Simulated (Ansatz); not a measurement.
# InSb: the cost of one run

Method: DFT PBEsol, scalar-relativistic, plane waves, PAW, in Ansatz 0.2.0.

3 further runs of the same task are left out: 3 set aside as unsound or not needed.

## 1. The system as given

Symmetry: F-43m, No. 216, cubic system. Conventional cell: a = 6.520 Å, b = 6.520 Å, c = 6.520 Å, α = 90.00°, β = 90.00°, γ = 90.00°. In (site symmetry -43m) is surrounded by 4 Sb at 2.82 Å. Sb (site symmetry -43m) has 4 In at 2.82 Å as nearest neighbours.

As a file:

```cif
data_structure
_symmetry_space_group_name_H-M 'F-43m'
_symmetry_Int_Tables_number 216
_cell_length_a 6.5199
_cell_length_b 6.5199
_cell_length_c 6.5199
_cell_angle_alpha 90.000
_cell_angle_beta 90.000
_cell_angle_gamma 90.000
_cell_volume 277.15
loop_
_atom_site_label
_atom_site_type_symbol
_atom_site_symmetry_multiplicity
_atom_site_Wyckoff_symbol
_atom_site_fract_x
_atom_site_fract_y
_atom_site_fract_z
_atom_site_occupancy
In1 In 4 a 0.00000 0.00000 0.00000 1
Sb1 Sb 4 c 0.25000 0.25000 0.25000 1
```

It is the result of an earlier relaxation at this level (volume 34.64 Å³/atom; gap on the mesh: none (metal)).

## 2. Linear response at Γ

Contents of input.yaml:

```yaml
crystal:
  lattice:
    - [0.0, 3.3574925002, 3.3574925002]
    - [3.3574925002, 0.0, 3.3574925002]
    - [3.3574925002, 3.3574925002, 0.0]
  atoms:
    - { symbol: In, position: [0.0, 0.0, 0.0] }
    - { symbol: Sb, position: [0.75, 0.75, 0.75] }
basis:
  ecutwfc: 420
kpoints:
  mp_grid: { grid: [12, 12, 12] }
hamiltonian:
  xc: pbesol
scf:
  occupations: { method: fermi_dirac, width: 0.15 }
output:
  eigenvalues: true
phonons:
  method: dfpt
  eigenvectors: true
```

Run with:

```bash
$ ansatz run input.yaml --threads 1 --pin off --max-ram 3072MiB --backend cpu --events-out ev --progress --plain --runs-dir out
```

Q: Estimate wall time and peak memory on 1 thread of Arm Neoverse V2, shared host.

About 76 s, with a peak of 0.94 GiB.
